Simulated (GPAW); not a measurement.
# GaSb (F-43m) in GPAW: equation of state

How stiff is GaSb in PBEsol, and what volume does it want? The cell is scaled to several volumes.

Everything below comes from runs of GPAW 26.7.0. Logs are shortened: lines on timing, memory, paths and dates and some standing lists are left out, and cuts for length are marked. The log counts tension as positive stress, the text compression.

## 1. The crystal as given

Symmetry: F-43m, No. 216, cubic system. The conventional cell has a = 6.118 Å, b = 6.118 Å, c = 6.118 Å, α = 90.00°, β = 90.00°, γ = 90.00°. Sb (site symmetry -43m) has 4 Ga at 2.65 Å as nearest neighbours. Around Ga (site symmetry -43m) lie 4 Sb at 2.65 Å.

## 2. Equation of state, PBEsol

run.py

```python
from ase import Atoms
from ase.eos import EquationOfState
from ase.io import Trajectory
from ase.units import GPa
from gpaw import GPAW, PW, setup_paths

setup_paths.insert(0, '.')

atoms = Atoms(['Sb', 'Ga'],
              cell=[[0.0, 3.059, 3.059],
                    [3.059, 0.0, 3.059],
                    [3.059, 3.059, 0.0]],
              scaled_positions=[[0.75, 0.75, 0.75],
                                [0.0, 0.0, 0.0]],
              pbc=True)

traj = Trajectory('eos.traj', 'w')
volumes, energies = [], []
for x in [0.94, 0.96, 0.98, 1.0, 1.02, 1.04, 1.06]:
    a = atoms.copy()
    a.set_cell(atoms.cell * x**(1 / 3), scale_atoms=True)
    calc = GPAW(mode=PW(600),
                xc='PBEsol',
                kpts={'size': (8, 8, 8), 'gamma': True},
                occupations={'name': 'fermi-dirac', 'width': 0.05},
                nbands=18,
                convergence={'density': 1e-05, 'energy': 1e-05},
                maxiter=150,
                txt=f'eos-{x:.2f}.txt')
    a.calc = calc
    energies.append(a.get_potential_energy(force_consistent=True))
    volumes.append(a.get_volume())
    p = -a.get_stress()[:3].mean() / GPa
    calc.write(f'eos-{x:.2f}.gpw')
    traj.write(a)
    print(f'{x:.2f} {volumes[-1]:10.4f} A^3 {energies[-1]:14.6f} eV {p:9.3f} GPa', flush=True)

v0, e0, B = EquationOfState(volumes, energies, eos='birchmurnaghan').fit()
print(f'V0 = {v0:.4f} A^3, E0 = {e0:.6f} eV, B0 = {B / GPa:.2f} GPa')
```

Potentials or basis: PAW data sets generated in the run's folder for this functional, pw.

Launch:

```console
$ gpaw-setup -f PBEsol Ga Sb
$ OMP_NUM_THREADS=1 python run.py
```

The program printed:

```text
__  _  _
 | _ |_)|_||  |
 |__||  | ||/\| - 26.7.0

Input parameters:
  mode=PW(ecut=600.0),
  convergence={'density': 1e-05, 'energy': 1e-05},
  kpts=MonkhorstPack(size=(8, 8, 8), gamma=True),
  maxiter=150,
  nbands=18,
  occupations=Occupations(name='fermi-dirac', width=0.05),
  xc=XC(name='PBEsol')

Diagonalizing LCAO Hamiltonian
Converting LCAO to pw mode

                     Sb

       Ga

Atoms  # Å, Bohr magnetons
|   | symbol |        x |        y |        z |    initial magnetic moments |
|---|--------|----------|----------|----------|-----------------------------|
| 0 |     Sb | 4.494831 | 4.494831 | 4.494831 | ( 0.0000,  0.0000,  0.0000) |
| 1 |     Ga | 0.000000 | 0.000000 | 0.000000 | ( 0.0000,  0.0000,  0.0000) |

Unit cell  # Å
| periodic |        x |        y |        z |  lengths |    angles |
|----------|----------|----------|----------|----------|-----------|
|      yes | 0.000000 | 2.996554 | 2.996554 | 4.237767 | 60.000000 |
|      yes | 2.996554 | 0.000000 | 2.996554 | 4.237767 | 60.000000 |
|      yes | 2.996554 | 2.996554 | 0.000000 | 4.237767 | 60.000000 |

Number of symmetries: 24
Symmetry operations  # r_c * U_cc + t_c -> r_c
|    | kind |            matrix            |
|----|------|------------------------------|
|  0 |  E   |  1, 0, 0,  0, 1, 0,  0, 0, 1 |
|  1 |  σ   |  1, 0, 0,  0, 0, 1,  0, 1, 0 |
|  2 |  σ   |  1, 0,-1,  0, 1,-1,  0, 0,-1 |
|  3 |  C3  |  1, 0,-1,  0, 0,-1,  0, 1,-1 |
|  4 |  C3  |  1,-1, 0,  0,-1, 1,  0,-1, 0 |
|  5 |  σ   |  1,-1, 0,  0,-1, 0,  0,-1, 1 |
|  6 |  σ   |  0, 1, 0,  1, 0, 0,  0, 0, 1 |
|  7 |  C3  |  0, 1, 0,  0, 0, 1,  1, 0, 0 |
|  8 |  C2  |  0, 1,-1,  1, 0,-1,  0, 0,-1 |
|  9 |  S4  |  0, 1,-1,  0, 0,-1,  1, 0,-1 |
| 10 |  C3  |  0, 0, 1,  1, 0, 0,  0, 1, 0 |
| 11 |  σ   |  0, 0, 1,  0, 1, 0,  1, 0, 0 |
| 12 |  S4  |  0, 0,-1,  1, 0,-1,  0, 1,-1 |
| 13 |  C3  |  0, 0,-1,  0, 1,-1,  1, 0,-1 |
| 14 |  S4  |  0,-1, 1,  1,-1, 0,  0,-1, 0 |
| 15 |  C2  |  0,-1, 1,  0,-1, 0,  1,-1, 0 |
| 16 |  C3  |  0,-1, 0,  1,-1, 0,  0,-1, 1 |
| 17 |  S4  |  0,-1, 0,  0,-1, 1,  1,-1, 0 |
| 18 |  S4  | -1, 1, 0, -1, 0, 1, -1, 0, 0 |
| 19 |  C3  | -1, 1, 0, -1, 0, 0, -1, 0, 1 |
| 20 |  C3  | -1, 0, 1, -1, 1, 0, -1, 0, 0 |
| 21 |  S4  | -1, 0, 1, -1, 0, 0, -1, 1, 0 |
| 22 |  σ   | -1, 0, 0, -1, 1, 0, -1, 0, 1 |
| 23 |  C2  | -1, 0, 0, -1, 0, 1, -1, 1, 0 |

BZ-sampling:
  Number of BZ points: 512
  Number of IBZ points: 29

  Monkhorst-Pack size: [8, 8, 8]
  Monkhorst-Pack shift: [0.0625, 0.0625, 0.0625]

K-points  # in reciprocal-cell coordinates
|     |                                coordinates |     weight |
|-----|--------------------------------------------|------------|
|   0 | (  0.00000000,   0.00000000,   0.00000000) | 0.00195312 |
|   1 | (  0.12500000,   0.12500000,   0.00000000) | 0.01171875 |
|   2 | (  0.12500000,   0.12500000,   0.12500000) | 0.01562500 |
|   3 | (  0.25000000,   0.12500000,   0.12500000) | 0.02343750 |
|   4 | (  0.25000000,   0.25000000,   0.00000000) | 0.01171875 |
|   5 | (  0.25000000,   0.25000000,   0.12500000) | 0.04687500 |
|   6 | (  0.25000000,   0.25000000,   0.25000000) | 0.01562500 |
|   7 | (  0.37500000,   0.25000000,  -0.37500000) | 0.04687500 |
|   8 | (  0.37500000,   0.25000000,   0.12500000) | 0.04687500 |
|   9 | (  0.37500000,   0.25000000,   0.25000000) | 0.04687500 |
| ... |                                            |            |
|  28 | (  0.50000000,   0.50000000,   0.50000000) | 0.00781250 |

Plane wave coefficients: 1814
Cutoff: 600.0 eV

Spin-components: 1 (collinear spins)
Bands:           18
Projectors:      11
Spin-degeneracy: 2
Datatype:        complex128

Parallelization:
  kpt:    1
  domain: 1
  band:   1

Density:
  Valence electrons: 18.0
  Components: 1
  Grid points: [24 24 24]
  Charge: 0.0  # |e|

Potential:
  Grid points: [24 24 24]

species:
  Sb:
    name:    Antimony
    Z:       51.0
    valence: 15
    core:    36
    charge:  0.0  # [|e|]
    compensation charges:
      type: gauss
      rc: 0.36  # [Å]
      lmax: 2
    cutoffs:
      filter: 2.23  # [Å]
      core: 2.23  # [Å]
    projectors
    | kind |    occ | energy [eV] | rcut [Å] |
    |------|--------|-------------|----------|
    |   5s |  2.000 |     -12.861 |    1.154 |
    |   5p |  3.000 |      -4.846 |    1.233 |
    |   4d | 10.000 |     -33.456 |    1.196 |
    |    s |        |      14.351 |    1.154 |
    |    p |        |      22.365 |    1.233 |
    |    d |        |      -6.245 |    1.196 |

    Using partial waves for Sb as LCAO basis

  Ga:
    name:    Gallium
    Z:       31.0
    valence: 3
    core:    28
    charge:  0.0  # [|e|]
    compensation charges:
      type: gauss
      rc: 0.37  # [Å]
      lmax: 2
    cutoffs:
      filter: 2.06  # [Å]
      core: 4.17  # [Å]
    projectors
    | kind |    occ | energy [eV] | rcut [Å] |
    |------|--------|-------------|----------|
    |   4s |  2.000 |      -8.959 |    1.164 |
    |   4p |  1.000 |      -2.572 |    1.164 |
    |    s |        |      18.252 |    1.164 |
    |    p |        |      24.640 |    1.164 |
    |    d |        |       0.000 |    1.164 |

    Using partial waves for Ga as LCAO basis

Reference energy: -229049.218856  # eV

eigensolver:
  PPCG
  Converge bands: occupied
  niter=2

density mixing:
  MSR1-Mixer
  Pratt-step length: 0.05
  Maximum mixing coefficient: 0.75
  Old densities: 10
  SVD Regularization: 0.005
  Good broyden scale: 1.0
  Trust region scale: 1.0
  Backstep threshold: 4.0
  History deletion threshold: 6.0
  Fourier metric: weight=20.0, sigma=0.015

occupation numbers:
  Fermi-Dirac:
    width: 0.0500  # eV

poisson solver:
  ecut: 4800.0  # eV

xc functional:
  name: PBEsol with 2 nearest neighbor stencil

convergence criteria:
- Maximum integral of absolute [dens]ity change: 1e-05 electrons / valence electron
- Maximum [total energy] change in last 3 cyles: 1e-05 eV / valence electron
- Maximum integral of absolute [eigenst]ate change: 4e-08 eV^2 / valence electron
maximum number of iterations: 150

SCF iterations
|iter     | |      energy | eigst |  dens |
|---------|-|-------------|-------|-------|
|iter:   1| |   -8.445979 | +0.24 |       |
|iter:   2| |   -8.446437 | -1.98 | -1.29 |
|iter:   3| |   -8.406064 | -2.50 | -1.31 |
|iter:   4| |   -8.406041 | -3.23 | -1.87 |
|iter:   5| |   -8.406396 | -4.29 | -2.64 |
|iter:   6| |   -8.406471 | -5.18 | -3.08 |
|iter:   7| |   -8.406471c| -6.68 | -4.13 |
|iter:   8| |   -8.406472c| -7.64c| -4.63 |
|iter:   9| |   -8.406472c| -8.41c| -5.29c|

Converged in 9 steps
Energy contributions relative to reference atoms: (reference = -229049.218856)

Energy contributions:
  Kinetic:          17.043404
  Coulomb:         -14.641650
  Zero:              0.173475
  External:          0.000000
  Xc:              -10.981671
  Entropy:          -0.000060
  Spinorbit:         0.000000
  ----------------------------
  Free energy:      -8.406501
  Extrapolated:     -8.406472

dipole moment: (-10.609392, -10.609392, -10.609392)  # |e|*Ang

Fermi level: 5.632
Eigenvalues  # (at kpt = [0.000, 0.000, 0.000])
| band index |      eig [eV] | occ [0-2] |
|------------|---------------|-----------|
|          0 |       -23.401 |     2.000 |
|          1 |       -23.401 |     2.000 |
|          2 |       -23.401 |     2.000 |
|          3 |       -23.379 |     2.000 |
|          4 |       -23.379 |     2.000 |
|          5 |        -6.525 |     2.000 |
[... 10 lines left out ...]
|         16 |        14.891 |     0.000 |
|         17 |        14.891 |     0.000 |

Gap: 0.494 eV
Transition (v -> c):
  (s=0, k=0, n=8, [0.00, 0.00, 0.00]) -> (s=0, k=0, n=9, [0.00, 0.00, 0.00])
No difference between direct/indirect transitions

Stress tensor  # eV/Ang^3
|         x |         y |         z |
|-----------|-----------|-----------|
| -0.022280 | -0.000000 |  0.000000 |
| -0.000000 | -0.022280 |  0.000000 |
|  0.000000 |  0.000000 | -0.022280 |

# Writing to eos-0.94.gpw (mode='')
```

Wall time 56 s (1 thread of Intel Xeon 6975P-C (Granite Rapids), shared host); peak memory 0.32 GiB.

What came out:

```
Equilibrium volume                      : 28.56 Å³/atom
Bulk modulus                            : 52 GPa
Pressure derivative of the bulk modulus : 4.7 (rough: it moves with the points fitted)
```

Energy against volume, from the lowest point:
| volume (Å³/atom) | energy (meV/atom) |
| --- | --- |
| 26.907 | 17.34 |
| 27.480 | 7.06 |
| 28.052 | 1.47 |
| 28.625 | 0.00 |
| 29.197 | 2.16 |
| 29.770 | 7.63 |
| 30.342 | 16.05 |

Spin-orbit coupling is left out, which matters for the levels of Sb.
